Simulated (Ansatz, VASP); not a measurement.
This is a calculation of TiC for VASP 6.6.1.

INCAR

```
SYSTEM = TiC
PREC = Accurate
ENCUT = 600
EDIFF = 1E-6
ISMEAR = -1
SIGMA = 0.05
LREAL = .False.
LASPH = .True.
NELM = 100
ALGO = Normal
ISIF = 3
LWAVE = .False.
LCHARG = .False.
GGA = RE
IVDW = 12
IBRION = 2
NSW = 80
EDIFFG = -0.01
```

File KPOINTS:

```
Automatic mesh
0
Gamma
  11 11 11
  0 0 0
```

POSCAR

```
TiC
1.0
    0.0000000000      2.1657188437      2.1657188437
    2.1657188437      0.0000000000      2.1657188437
    2.1657188437      2.1657188437      0.0000000000
Ti C
1 1
Direct
    0.0000000000      0.0000000000      0.0000000000
    0.5000000000      0.5000000000      0.5000000000
```

Potentials or basis: VASP PAW PBE potentials, release 64 (Ti_sv, C).

The run is started by

```sh
$ cat potpaw_PBE.64/Ti_sv/POTCAR potpaw_PBE.64/C/POTCAR > POTCAR
$ mpirun -np 1 vasp_std > vasp.out
```

Q: Set up the same calculation for Ansatz 0.2.0. Potentials there: all-electron LAPW, scalar-relativistic.

A: As run (the cutoff follows the program's own potentials):

The input input.yaml:

```yaml
crystal:
  lattice:
    - [0.0, 2.1657188437, 2.1657188437]
    - [2.1657188437, 0.0, 2.1657188437]
    - [2.1657188437, 2.1657188437, 0.0]
  atoms:
    - { symbol: Ti, position: [0.0, 0.0, 0.0] }
    - { symbol: C, position: [0.5, 0.5, 0.5] }
kpoints:
  mp_grid: { grid: [11, 11, 11] }
scf:
  occupations: { method: fermi_dirac, width: 0.05 }
hamiltonian:
  xc: revpbe
  dispersion: d3bj
  pseudopotentials: { kind: all_electron, lapw: { basis_error: 0.001 } }
output:
  forces: true
  stress: true
relax:
  f_tol: 0.01
  max_steps: 60
  cell: {}
```

Potentials or basis: all-electron LAPW, scalar-relativistic.

Launch:

```sh
$ ansatz run input.yaml --threads 1 --pin off --max-ram 3072MiB --backend cpu --events-out ev --progress --plain --runs-dir out
```

Both were run:

|  | VASP | Ansatz | Ansatz less VASP |
| --- | --- | --- | --- |
| relaxed volume (Å³/atom) | 9.74 | 9.73 | -0.008 |
| relaxed cell length with the largest relative difference (Å) | 3.020 | 3.019 | -0.0008 |
| energy change over the relaxation (meV/atom) | -14 | -15 | -0.3 |

Ansatz ran all-electron here, so the differences hold the error of VASP's frozen core and of both bases.

Caveats: the PAW data sets were made with another functional, which shifts forces and pressure a little (VASP); pairwise dispersion overbinds metals, which lowers pressure and volume (VASP).
